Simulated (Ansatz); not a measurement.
Something may be wrong with this Ansatz 0.2.0 calculation of Ca.

input.yaml

```yaml
crystal:
  lattice:
    - [0.0, 2.7942, 2.7942]
    - [2.7942, 0.0, 2.7942]
    - [2.7942, 2.7942, 0.0]
  atoms:
    - { symbol: Ca, position: [0.0, 0.0, 0.0] }
hamiltonian:
  xc: pbe
  pseudopotentials: { kind: paw }
kpoints:
  mp_grid: { grid: [8, 8, 8] }
scf:
  occupations: { method: fermi_dirac, width: 0.3 }
  n_extra_bands: 0
  max_iter: 50
output:
  forces: true
  stress: true
  eigenvalues: true
relax:
  f_tol: 0.01
  max_steps: 40
  cell: { stress_tol: 0.05 }
```

Potentials or basis: Ansatz PAW.

Run with:

```sh
$ ansatz run input.yaml --threads 2 --pin off --max-ram 5632MiB --backend cpu --events-out ev --progress --plain --runs-dir out
```

Output:

```text
Error: inconsistent input (scf.n_extra_bands, scf.occupations.method): n_bands = 5 leaves no empty band above the 5 bands per channel that the deck's 10 electrons occupy, and the occupations search for the Fermi level (a smearing at a finite width, or tetrahedra): a level found among occupied bands alone can fill a metal as an insulator; raise scf.n_extra_bands until at least 6 bands are solved (omitted, it auto-derives to 10) (see scf.n_extra_bands in the input reference)
```

Q: How did it end, and where is the flaw?

A: The input was rejected before any iteration. The input holds a flaw that was put in on purpose: too few bands (scf.n_extra_bands = 0; scf.occupations = method fermi_dirac, width 0.3).

A sound run on the same cell differs in these lines of the main input:
```diff
@@ -14,3 +14 @@
-  occupations: { method: fermi_dirac, width: 0.3 }
-  n_extra_bands: 0
-  max_iter: 50
+  occupations: { method: fermi_dirac, width: 0.05 }
```
